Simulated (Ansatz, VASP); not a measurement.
# One calculation of MoS2, two programs

```
CELL_PARAMETERS angstrom
3.15424 0.00000 0.00000
-1.57712 2.75350 0.00000
0.00000 0.00000 32.26302
ATOMIC_POSITIONS crystal
S 0.33348 0.66695 0.45155
S 0.33348 0.66695 0.54845
Mo 0.66638 0.33276 0.50000
```

Change from the starting cell: strain along y +0.008, atoms relaxed.

Alike in both runs: functional PBE; dispersion D3(BJ); k mesh 12 × 12 × 1; occupations gaussian, width 0.02 eV; no spin polarisation.

Ansatz relaxed the structure, and its values are those at the end. VASP's run is a single point on that final structure, the one shown.

|  | VASP | Ansatz |
| --- | --- | --- |
| version | VASP 6.6.1 | Ansatz 0.2.0 |
| potentials or method | VASP PAW PBE potentials, release 64 (S, Mo_sv) | scalar-relativistic, plane waves, PAW |
| plane-wave cutoff (eV) | 520 | 420 |
| valence electrons in the cell | 26 | 26 |

|  | VASP | Ansatz | Ansatz less VASP |
| --- | --- | --- | --- |
| gap on the k mesh at the Fermi level (eV) | 1.73 | 1.73 | -0.004 |
| least direct gap on the mesh (eV) | 1.73 | 1.73 | -0.004 |
| rms of the force components (eV/Å) | 0.005 | 0.001 | -0.0045 |

With one functional, cell and mesh, what is left measures potentials, basis and numerics. Ansatz warned: «stress_scf_threshold_loose».
